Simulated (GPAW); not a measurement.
**TiO: relaxation of cell and atoms with PBEsol**

The system is TiO.

```
CELL_PARAMETERS angstrom
4.08667 0.00000 0.00000
0.00000 4.08667 0.00000
0.00000 0.00000 4.08667
ATOMIC_POSITIONS crystal
Ti 0.50000 0.00000 0.50000
Ti 0.00000 0.50000 0.50000
Ti 0.50000 0.50000 0.00000
O 0.00000 0.00000 0.50000
O 0.50000 0.00000 0.00000
O 0.00000 0.50000 0.00000
```

The cell comes from a database or a generator and needn't be the stable form of this composition.

```json
{"Program": "GPAW 26.7.0", "Task": "relaxation of cell and atoms", "Functional": "PBEsol", "Potentials or basis": "PAW data sets generated in the run's folder for this functional", "Cutoff": "800 eV", "Basis": "pw", "k mesh": "5 × 5 × 5", "Occupations": "fermi-dirac, width 0.05 eV", "Spin": "no spin polarisation", "Target pressure": "10 GPa", "Maxiter": "150", "Optimizer": "BFGS", "Fmax": "0.02 eV/Å", "Max steps": "60", "Convergence": "density=1e-05 forces=0.0001"}
```

- Relaxed volume: 10.56 Å³/atom
- Relaxed cell: a = 3.987 Å, b = 3.987 Å, c = 3.987 Å, α = 90.00°, β = 90.00°, γ = 90.00°
- Space group after relaxing (to 0.05 Å): Pm-3m (No. 221)
- Energy change on relaxing (the enthalpy is what falls): +5.9 meV/atom
- Ionic steps: 4
- Pressure after relaxing: 9.9 GPa
- Band gap on the k mesh: none (metal or under the smearing width)

The path:
| step | energy change (eV) | largest force (eV/Å) | pressure (GPa) | volume (Å³) |
| --- | --- | --- | --- | --- |
| 1 | 0.0000 | 0.0000 | -7.14 | 68.25 |
| 2 | -0.0216 | 0.0000 | -5.42 | 67.66 |
| 3 | 0.0636 | 0.0000 | 11.61 | 62.97 |
| 4 | 0.0357 | 0.0000 | 9.88 | 63.37 |

Final structure:
```
Ti O
1.0
     3.98692    0.00000    0.00000
     0.00000    3.98692    0.00000
     0.00000    0.00000    3.98692
Ti O
3 3
Cartesian
  1.9935 0.0000 1.9935
  0.0000 1.9935 1.9935
  1.9935 1.9935 0.0000
  0.0000 0.0000 1.9935
  1.9935 0.0000 0.0000
  0.0000 1.9935 0.0000
```

Levels at points of the mesh, in eV from the Fermi level:
| k point | band 23 | band 24 | band 25 | band 26 | band 27 | band 28 | band 29 | band 30 | band 31 | band 32 |
| --- | --- | --- | --- | --- | --- | --- | --- | --- | --- | --- |
| (0.00, 0.00, 0.00) | -3.24 | -3.24 | -3.24 | -1.75 | -1.75 | -1.75 | 1.35 | 1.35 | 1.35 | 2.27 |

Run time: 110 s on 1 thread of Arm Neoverse V2, on a shared host, peak memory 0.25 GiB.

Caveat: later steps reuse the first step's grids; semilocal functionals often make such compounds metallic where correlation or magnetic order opens a gap, which also shifts bond lengths.
